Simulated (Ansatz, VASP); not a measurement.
One calculation of BeSe4, two programs

```xyz
5
Lattice="5.2252 0.0000 0.0000 0.0000 5.2252 0.0000 0.0000 0.0000 4.1729" Properties=species:S:1:pos:R:3 pbc="T T T"
Be    2.6126    2.6126    2.0864
Se    0.0000    0.0000    2.0864
Se    0.0000    2.6126    0.0000
Se    2.6126    0.0000    0.0000
Se    2.6126    2.6126    0.0000
```

Alike in both runs: functional PBE; k mesh 4 × 4 × 4; occupations gaussian, width 0.1 eV; no spin polarisation.

Ansatz relaxed the structure, and its values are those at the end. VASP's run is a single point on that final structure, the one shown.

```csv
,VASP,Ansatz
version,VASP 6.6.1,Ansatz 0.2.0
potentials or method,"VASP PAW PBE potentials, release 64 (Be, Se)","scalar-relativistic, plane waves, PAW"
plane-wave cutoff (eV),520,420
valence electrons in the cell,26,66
```

```tsv
	VASP	Ansatz	Ansatz less VASP
gap on the k mesh at the Fermi level (eV)	none	none	-
pressure (GPa)	-0.1	-0.1	-0.06
```

A gap of «none» marks a metal or a gap that the smearing closes. With one functional, cell and mesh, what is left measures potentials, basis and numerics. The two sets of potentials don't hold the same shells in valence.

Caveats: the k mesh is coarse (spacing up to 0.38 Å⁻¹), so the values aren't converged.
